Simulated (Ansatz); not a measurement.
Slab: WS2, a slab with vacuum.

```
CELL_PARAMETERS angstrom
3.18352 0.00000 0.00000
-1.59176 2.75701 0.00000
0.00000 0.00000 16.95058
ATOMIC_POSITIONS crystal
W 0.00000 0.00000 0.00000
S 0.33333 0.66667 0.09200
S 0.33333 0.66667 0.90800
```

Below is the output of Ansatz 0.2.0 for this cell. Logs are shortened: lines on timing, memory, paths and dates and some standing lists are left out, and cuts for length are marked.

```text
Warning: RAYON_NUM_THREADS=2 ignored (pool sized by the plan → 2); use --threads N
Engine: ansatz 0.2.0, x86_64-unknown-linux-gnu
Pseudopotentials: kind: paw
Pseudopotential: W, paw, valence charge 14, recommended cutoff 420 eV (normal), W.paw.azcp
Pseudopotential: S, paw, valence charge 6, recommended cutoff 420 eV (normal), S.paw.azcp
Functional definition: PBE
  parameter kappa = 0.804
  parameter beta = 0.06672455060314922
  exchange = pbe_x(kappa = kappa, mu = beta*pi^2/3)
  correlation = pbe_c(beta = beta)
Crystal: 3 atoms, lattice volume = 148.775 Å³
Basis set: ecut = 420 eV, 2937 PW (Γ), exchange–correlation on 48×48×240 points (8 copies of the dense FFT grid, shifted against one another)
Bands: 17, of which v1, the nominal top of the filled ones, is band 13 counted from 1 (12 counted from 0)
Symmetry: 12 space group operations
Space group: P-6m2 (ITA 187), of the structure as read, at distance tolerance 5.3e-5 Å
k-points: 28 of 200 (time reversal used)
Non-local potential: W, projectors of the file, l = 0: 3, l = 1: 2, l = 2: 2, l = 3: 1
Non-local potential: S, projectors of the file, l = 0: 2, l = 1: 2, l = 2: 2
PAW form: soft (Blöchl's): semilocal exchange-correlation on the pseudo side does not see the compensation charge
PAW one-centre angular grid: W, 590 points (default); XC on 64 Gauss nodes
PAW one-centre angular grid: S, 110 points (default); XC on 64 Gauss nodes
Initial density: superposition of atomic densities (neutral atoms: chi_scale 0, normalization atom), corrected by the library's trained network
Initial wavefunctions: pseudopotential atomic-orbital guess
Functional: x = pbe(κ = 0.804, μ = 0.2195149727645171), c = pbe(β = 0.06672455060314922)
SCF iter   1: F=—  HF=-12191.428523 eV  |F-HF|=—  |Δ(HF+E_count)|=         —  Δρ=3.44e-3  dr2=2.25e-2  ethr=1.77e-3  ⟨swp⟩=9.6  Hψ=3471  notcnv=0
preconditioner: auto → none  [insulator: Δε(μ)=1.943 eV  Ē_g=8.716 eV  σ=0.026 eV  W_gap=1.00  n_scr=10 (ndim 8)  ℏωp=12.9 eV  f_vac=0.610  D(μ)=0.00/eV (n_scr^D=0)  ε∞_Penn≈3.2]
SCF iter   2: F=—  HF=-12191.440683 eV  |F-HF|=—  |Δ(HF+E_count)|=   1.22e-2  Δρ=3.65e-3  dr2=6.54e-2  ethr=8.67e-5  ⟨swp⟩=4.2  Hψ=1342  notcnv=0
SCF iter   3: F=—  HF=-12191.431516 eV  |F-HF|=—  |Δ(HF+E_count)|=   9.17e-3  Δρ=1.29e-3  dr2=1.72e-3  ethr=8.67e-5  ⟨swp⟩=3.0  Hψ=885  notcnv=0
SCF iter   4: F=—  HF=-12191.433461 eV  |F-HF|=—  |Δ(HF+E_count)|=   1.95e-3  Δρ=2.13e-4  dr2=1.79e-5  ethr=6.61e-6  ⟨swp⟩=2.1  Hψ=768  notcnv=0
SCF iter   5: F=—  HF=-12191.433550 eV  |F-HF|=—  |Δ(HF+E_count)|=   8.85e-5  Δρ=2.91e-5  dr2=1.56e-6  ethr=6.89e-8  ⟨swp⟩=3.1  Hψ=1117  notcnv=0
SCF iter   6: F=—  HF=-12191.433550 eV  |F-HF|=—  |Δ(HF+E_count)|=   8.24e-8  Δρ=9.37e-6  dr2=1.02e-7  ethr=5.98e-9  ⟨swp⟩=2.1  Hψ=706  notcnv=0
SCF iter   7: F=-12191.433550 eV  HF=-12191.433550 eV  |F-HF|=1.23e-9  |Δ(HF+E_count)|=   1.29e-7  Δρ=2.05e-6  dr2=1.28e-8  ethr=3.85e-10  ⟨swp⟩=8.0  Hψ=2503  notcnv=0
SCF 1 converged in 7 iterations: F = -12191.433550 eV  dr2 = 1.28e-8
  greatest PAW one-centre occupation: 1.000 electrons in one spin orbital (limit 2), on the W atom at site 0 (counted from 0), in its partial waves of l = 0
SCF converged after 7 iterations
Free energy (F): -12191.433550 eV
Harris-Foulkes:  -12191.433550 eV  (|F-HF|=1.23e-9)
Internal energy: -12191.433550 eV  (E = F + TS)
E sigma→0 (E₀):  -12191.433550 eV
Fermi energy:    1.283699 eV
--- Per-component energies (eV) ---
  E_band       = -466.540816
  E_kinetic    = 665.925447
  E_local      = -12404.978731  (includes V_loc(G=0)·N_el)
  E_nonlocal   = 57.289569
  E_hartree    = 5882.516244
  E_xc         = -461.956197
  E_vxc        = -414.737625  (∫ρ·V_xc dr)
  E_paw        = -9763.118730  (= ΣΔE_a)
  E_vpaw       = -135.080222  (= ΣTr[D̂ρ^β])
  E_aug_tail   = -0.000060  (compensation charges beyond the density's cutoff)
  E_ewald      = 3832.888907
  E_smearing   = -0.000000  (= −TS)
  E_closure    = 0.000000  (closes the sum)
  Σ components = -12191.433550   (vs F -12191.433550, Δ=0.00e0)
--- Forces (eV/Å), atoms counted from 1 ---
  atom   1  W     -0.00000000    -0.00000000     0.00000000
  atom   2  S      0.00000000     0.00000000     0.25927725
  atom   3  S      0.00000000     0.00000000    -0.25927725
  max |Σ_I F_I| component: 1.16e-17 eV/Å
--- Stress (GPa, compression-positive) ---
        0.443781       0.000000       0.000000
       -0.000000       0.443781       0.000000
        0.000000       0.000000       0.870816
  P = ⅓ Tr σ = 0.5861 GPa (5.861 kbar)
--- Band table (eV; the first three rows and the last of 28) ---
  k-point 0: bands = ["-73.6538", "-37.9342", "-37.7854", "-37.7854", "-14.4967", "-12.8215", "-6.0555", "-2.6184", "-2.6184", "-1.7845", "-1.3715", "-1.3715", "0.2884", "3.1798", "3.1798", "3.3615", "3.3615"]
  k-point 1: bands = ["-73.6538", "-37.9342", "-37.7854", "-37.7854", "-14.4967", "-12.8215", "-6.0555", "-2.6184", "-2.6184", "-1.7845", "-1.3715", "-1.3715", "0.2884", "3.1798", "3.1798", "3.3615", "3.3615"]
  k-point 2: bands = ["-73.6522", "-37.9283", "-37.8180", "-37.7929", "-14.3328", "-12.7632", "-5.8618", "-3.0299", "-2.4578", "-2.3459", "-1.6217", "-1.0959", "0.1933", "2.9944", "3.0608", "3.2174", "3.4813"]
  k-point 27: bands = ["-73.6353", "-38.0497", "-37.9785", "-37.8655", "-12.1191", "-11.9624", "-5.4124", "-5.2387", "-4.0028", "-3.5444", "-3.0171", "-1.9553", "0.1263", "2.2796", "3.7227", "4.1876", "5.7397"]
```

Q: Write the input and the command behind it.

A: Single point with PBE, no spin polarisation. The files as run (others can give the same):

input.yaml
```yaml
crystal:
  lattice:
    - [3.1835163552, 0.0, 0.0]
    - [-1.5917581776, 2.7570060369, 0.0]
    - [0.0, 0.0, 16.95057789]
  atoms:
    - { symbol: W, position: [0.0, 0.0, 0.0] }
    - { symbol: S, position: [0.3333333333, 0.6666666667, 0.09200051] }
    - { symbol: S, position: [0.3333333333, 0.6666666667, 0.90799949] }
hamiltonian:
  xc: pbe
  pseudopotentials: { kind: paw }
kpoints:
  mp_grid: { grid: [10, 10, 2] }
scf:
  occupations: { method: gaussian, width: 0.026 }
output:
  forces: true
  stress: true
  eigenvalues: true
```

Potentials or basis: Ansatz PAW.
Launch:
```console
$ ansatz run input.yaml --threads 2 --pin off --max-ram 5632MiB --backend cpu --events-out ev --progress --plain --runs-dir out
```

Caveat: spin-orbit coupling is left out, which moves the levels of the heavy elements.
